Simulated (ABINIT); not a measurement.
Wanted: the native input for an ABINIT 10.8.3 (patched build) run.

| Property | Result |
| --- | --- |
| Task | band structure |
| Functional | PBEsol |
| Potentials or basis | PseudoDojo NC SR PBEsol v0.4.1 standard |
| Cutoff | 762 eV |
| k mesh | 9 × 9 × 5 |
| Occupations | fermi-dirac, width 0.05 eV |
| Spin | no spin polarisation |

Crystal: Pb.

```xyz
2
Lattice="3.0386 -1.7503 0.0000 3.0386 1.7503 0.0000 -2.1155 0.0000 6.0952" Properties=species:S:1:pos:R:3 pbc="T T T"
Pb    3.9848    0.0000    4.4269
Pb   -0.0230    0.0000    1.6683
```

This isn't the form of Pb at room conditions, which is fcc.

The input as run:

run.abi

```
# Datasets: ground state, then fixed potential
ndtset 2

# Pseudopotentials
pp_dirpath "./"
pseudos "Pb.upf"

# Structure
acell 6.6266504471 6.6266504471 12.192314427
rprim
     0.8665214385    -0.4991398567     0.0000000000
     0.8665214385     0.4991398567     0.0000000000
    -0.3278823751     0.0000000000     0.9447185550
ntypat 1
znucl 82
natom 2
typat 1 1
xred
     0.9085084100     0.9085084100     0.7262922000
     0.0914915900     0.0914915900     0.2737078000
chkprim 0
chksymtnons 0
tolsym 1.0e-6

# Plane-wave basis
ecut 761.918815 eV

# Exchange and correlation
ixc -116133

# Bands and occupations
occopt 3
tsmear 0.05 eV

# SCF cycle
nstep 100

# Output
iomode 3
prtwf 0
prteig 0
prtebands 0
prtden1 1

# Dataset 1
kptopt1 1
ngkpt1 9 9 5
nshiftk1 1
shiftk1 0.0 0.0 0.0
nband1 18
tolvrs1 1.0e-10

# Dataset 2: bands along G-Y-F-L-I
iscf2 -2
getden2 1
nband2 24
nbdbuf2 4
tolwfr2 1.0e-11
kptopt2 -4
ndivsm2 8
prteig2 1
kptbounds2
     0.0000000000     0.0000000000     0.0000000000
    -0.5000000000    -0.5000000000     0.0000000000
    -0.5262824250    -0.5262824250     0.1702002292
    -0.5000000000    -0.5000000000     0.5000000000
    -0.6857609943    -0.3142390057     0.5000000000
```

Potentials or basis: PseudoDojo NC SR PBEsol v0.4.1 standard.

Launch:

```bash
$ abinit run.abi > log 2>&1
```

Results of the run:

| Quantity | Value |
| --- | --- |
| Pressure | -1.8 GPa |
| Largest force | 0.130 eV/Å |
| Band gap on the k mesh | none (metal or under the smearing width) |
| Valence electrons inside the program's atomic spheres | Pb 10.05 (radii [1.0584] Å) |

Caveat: spin-orbit coupling is left out, which moves the levels of the heavy elements.

It took 4.5 min on 1 thread of Arm Neoverse V1, on a shared host, peak memory 0.19 GiB.
